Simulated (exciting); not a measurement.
Input of an exciting (release sodium) run:

File input.xml:

```xml
<input>
  <title>HfB2</title>
  <structure speciespath="./" tshift="false">
    <crystal scale="1">
      <basevect>5.933740031325 0.000000000000 0.000000000000</basevect>
      <basevect>-2.966870015662 5.138769606612 0.000000000000</basevect>
      <basevect>0.000000000000 0.000000000000 6.576246913698</basevect>
    </crystal>
    <species speciesfile="Hf.xml" rmt="2.3">
      <atom coord="0.000000000000 0.000000000000 0.000000000000"/>
    </species>
    <species speciesfile="B.xml" rmt="1.45">
      <atom coord="0.666666666700 0.333333333300 0.500000000000"/>
      <atom coord="0.333333333300 0.666666666700 0.500000000000"/>
    </species>
  </structure>
  <groundstate do="fromscratch" ngridk="10 10 8" rgkmax="7" gmaxvr="14" lmaxapw="10" lmaxmat="10" lmaxvr="8" xctype="GGA_PBE" stype="Gaussian" swidth="0.00040424" nempty="16" ValenceRelativity="iora*" epsengy="1e-05" epspot="1e-05" maxscl="60" tforce="true" outputlevel="normal"/>
</input>
```

Potentials or basis: all-electron LAPW+lo, shipped species files, valence relativity iora*.

The run is started by

```console
$ OMP_NUM_THREADS=1 exciting_smp
```

(1) What does it give for the band gap on the k mesh?

Results:

(1) none (metal or under the smearing width).
